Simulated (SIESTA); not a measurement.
The system is Cu.

```
Cu
1.0
     0.00000    1.80750    1.80750
     1.80750    0.00000    1.80750
     1.80750    1.80750    0.00000
Cu
1
Direct
  0.00000 0.00000 0.00000
```

Base run:

* Program: SIESTA 5.4.2
* Functional: PBE
* Potentials or basis: PseudoDojo 0.4 standard (PBE files)
* Basis: DZP (energy shift 0.003 Ry; two zetas on semicore shells)
* Grid cutoff: 800 Ry
* Energy shift: 0.003 Ry
* k mesh: 13 × 13 × 13
* Occupations: fermi-dirac, width 0.05 eV
* Spin: no spin polarisation

Its results: band gap on the k mesh none (metal or under the smearing width); pressure 1.1 GPa.

Task: After a change of settings the same cell gave: band gap on the k mesh none (metal or under the smearing width); pressure 7.1 GPa. Which change was it?
A. basis from DZP (energy shift 0.003 Ry; two zetas on semicore shells) to SZ (energy shift 0.003 Ry)
B. functional from PBE to RPBE
C. basis from DZP (energy shift 0.003 Ry; two zetas on semicore shells) to TZP (energy shift 0.003 Ry; two zetas on semicore shells)
D. basis from DZP (energy shift 0.003 Ry; two zetas on semicore shells) to DZ (energy shift 0.003 Ry; two zetas on semicore shells)

Result: B.

RPBE binds less tightly than PBE, so the same cell stands under more pressure.

Caveats: short orbitals over semicore shells can move pressures by several GPa; the basis of atomic orbitals isn't converged, which shifts pressures, moduli and gaps; the potentials were made for another functional, which shifts forces and pressure (some runs).
